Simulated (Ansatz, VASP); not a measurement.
# ZnSe (Stilleite): VASP beside Ansatz, part 2 of 2

One calculation is typed for both programs; each brings its own data sets. How far apart do they land? The cell is taken from a series of runs on this material, whose earlier steps may have relaxed, scaled, displaced or heated it; both programs get it as it stands.

VASP 6.6.1 and Ansatz 0.2.0.

So far: The starting structure; Ansatz: zone-centre phonons, LDA; VASP: zone-centre phonons, LDA.

## 3. VASP: zone-centre phonons, LDA (continued)

Level of this step: LDA; plane waves and PAW (Zn, Se) (VASP).

Numbers of over 12 decimals in the logs are rounded to 6 here.

Parts of OUTCAR (step 3):

```text
ion  position               nearest neighbor table
   1  0.003  0.003  0.997-   2 2.40   2 2.40   2 2.41   2 2.41
   2  0.747  0.747  0.753-   1 2.40   1 2.40   1 2.41   1 2.41

  LATTYP: Found a body centered orthorhombic cell.
 ALAT       =     3.8186101937
 B/A-ratio  =     1.0310866798
 C/A-ratio  =     1.4837819657

 Subroutine GETGRP returns: Found  4 space group operations
 (whereof  4 operations were pure point group operations)

The static configuration has the point symmetry C_2v.

 Found    280 irreducible k-points:

   k-points           NKPTS =    280   k-points in BZ     NKDIM =    280   number of bands    NBANDS=     15

   dimension x,y,z NGX =    30 NGY =   30 NGZ =   28
   dimension x,y,z NGXF=    60 NGYF=   60 NGZF=   56

   ENCUT  =  500.0 eV  36.75 Ry    6.06 a.u.   7.19  7.19  6.96*2*pi/ulx,y,z

   NELECT =      18.0000    total number of electrons

 k-points in reciprocal lattice and weights: Automatic mesh
   0.00000000  0.00000000  0.00000000       0.001
   0.08333333  0.00000000  0.00000000       0.002
   0.16666667  0.00000000  0.00000000       0.002
   0.25000000  0.00000000  0.00000000       0.002
   0.33333333 -0.00000000  0.00000000       0.002
   0.41666667 -0.00000000  0.00000000       0.002
   0.50000000  0.00000000  0.00000000       0.001
   0.08333333  0.08333333  0.00000000       0.001
   0.16666667  0.08333333  0.00000000       0.002
[...]
0.25000000  0.25000000  0.50000000       0.001
  -0.25000000  0.25000000  0.50000000       0.001

 average (electrostatic) potential at core
       1 -37.7758       2 -61.7111

  Total        0.4622656      0.4622656      0.1069010      0.3601597      0.0000000      0.0000000
  in kB       17.3880527     17.3880527      4.0210660     13.5473531      0.0000000      0.0000000
  external PRESSURE =      12.9323904 kB  Pullay stress =       0.0000000 kB

  energy-cutoff  :      500.00
  volume of cell :       42.59
      direct lattice vectors                 reciprocal lattice vectors
    -0.041969585  2.742134748  2.832992470    -0.179590971  0.179590971  0.176491821
     2.742134748 -0.041969585  2.832992470     0.179590971 -0.179590971  0.176491821
     2.700165163  2.700165163  0.000000000     0.185173858  0.185173858 -0.176491821

 POSITION                                       TOTAL-FORCE (eV/Angst)
 -----------------------------------------------------------------------------------
      2.70017      2.70017      0.01589         0.000000      0.000000      0.002713
      4.05025      4.05025      4.23360        -0.000000     -0.000000     -0.002713
 -----------------------------------------------------------------------------------
    total drift:                               -0.000043     -0.000043      0.001250

 Eigenvectors and eigenvalues of the dynamical matrix
 ----------------------------------------------------

   1 f  =    6.792158 THz    42.676387 2PiTHz  226.562003 cm-1    28.090096 meV
             X         Y         Z           dx          dy          dz
      2.700165  2.700165  0.015891     0.000000    0.000000    0.739225
      4.050248  4.050248  4.233598    -0.000000   -0.000000   -0.673458

   2 f  =    6.715288 THz    42.193398 2PiTHz  223.997894 cm-1    27.772187 meV
             X         Y         Z           dx          dy          dz
      2.700165  2.700165  0.015891     0.522854    0.522854   -0.000000
      4.050248  4.050248  4.233598    -0.476050   -0.476050    0.000000

   3 f  =    6.654099 THz    41.808934 2PiTHz  221.956837 cm-1    27.519128 meV
             X         Y         Z           dx          dy          dz
      2.700165  2.700165  0.015891    -0.523000    0.523000    0.000000
      4.050248  4.050248  4.233598     0.475889   -0.475889   -0.000000

   4 f/i=    0.000367 THz     0.002305 2PiTHz    0.012236 cm-1     0.001517 meV
             X         Y         Z           dx          dy          dz
      2.700165  2.700165  0.015891     0.475889   -0.475889    0.000000
      4.050248  4.050248  4.233598     0.523000   -0.523000    0.000000

   5 f/i=    0.001694 THz     0.010645 2PiTHz    0.056514 cm-1     0.007007 meV
             X         Y         Z           dx          dy          dz
      2.700165  2.700165  0.015891     0.476050    0.476050   -0.000000
      4.050248  4.050248  4.233598     0.522854    0.522854   -0.000000

   6 f/i=    0.003753 THz     0.023578 2PiTHz    0.125171 cm-1     0.015519 meV
             X         Y         Z           dx          dy          dz
      2.700165  2.700165  0.015891    -0.000000   -0.000000   -0.673458
      4.050248  4.050248  4.233598    -0.000000   -0.000000   -0.739225

 ELASTIC MODULI CONTR FROM IONIC RELAXATION (kBar)
 Direction    XX          YY          ZZ          XY          YZ          ZX
 --------------------------------------------------------------------------------
 XX          -1.2778     -1.2778     -1.8075    -18.4442     -0.0000     -0.0000
 YY          -1.2778     -1.2778     -1.8075    -18.4442     -0.0000     -0.0000
 ZZ          -1.8075     -1.8075     -2.5570    -26.0915     -0.0000     -0.0000
 XY         -18.4442    -18.4442    -26.0915   -266.2364     -0.0000     -0.0000
 YZ          -0.0000     -0.0000     -0.0000     -0.0000   -258.8111    -24.4333
 ZX          -0.0000     -0.0000     -0.0000     -0.0000    -24.4333   -252.1987
 --------------------------------------------------------------------------------
```

## 4. Differences

Known differences besides the potentials themselves: the two LDA forms differ slightly; fixed occupations in Ansatz, narrow Gaussian smearing in VASP; the data sets hold 28 valence electrons in Ansatz (on its PAW soft_1 files) and 18 in VASP; the cutoff is 420 eV in Ansatz and 500 eV in VASP; VASP's log shows a relativistic correction to its local exchange, Ansatz's none. Total energies have different zeros and are not compared.

Compared:

```csv
quantity,Ansatz,VASP,difference
optical mode 1 (cm⁻¹),219.6,222.0,-1.05 %
optical mode 2 (cm⁻¹),221.8,224.0,-1.00 %
optical mode 3 (cm⁻¹),224.4,226.6,-0.97 %
```

Modes are paired by rising frequency, not by their patterns, so a pair may set unlike modes beside each other; they are those without the splitting of longitudinal modes.

## 5. Summary of results

| Property | Result |
| --- | --- |
| r.m.s. difference of the optical zone-centre modes, each program's sorted by frequency (zone-centre phonons, LDA) | 2.3 cm⁻¹ |
| difference in optical mode 1 (zone-centre phonons, LDA) | -1.1 % |

What this shows: The r.m.s. difference of the optical zone-centre modes, each program's sorted by frequency is 2.3 cm⁻¹ (zone-centre phonons, LDA). The data sets hold unlike numbers of valence electrons (28 in Ansatz and 18 in VASP), so part of the differences comes from the potentials. Among the rows given in per cent, the largest difference of the zone-centre phonons, LDA pair is in optical mode 1, -1.1 %. Such differences can come from data sets, numerical settings and the points named under the comparisons, not from the functional's error against experiment.

[Lines on the potential files, build, host, timing and source positions are cut from VASP's logs without a mark.]

[Logs are printed without paths, hosts, clocks, repeated set-up lines and the standing remarks that a program may print on its own settings, such as how far it seeks lower states.]

[Hosts, paths, dates, database ids (printed as entryN), source tags and the programs' standing remarks are cut or masked in the printed files.]
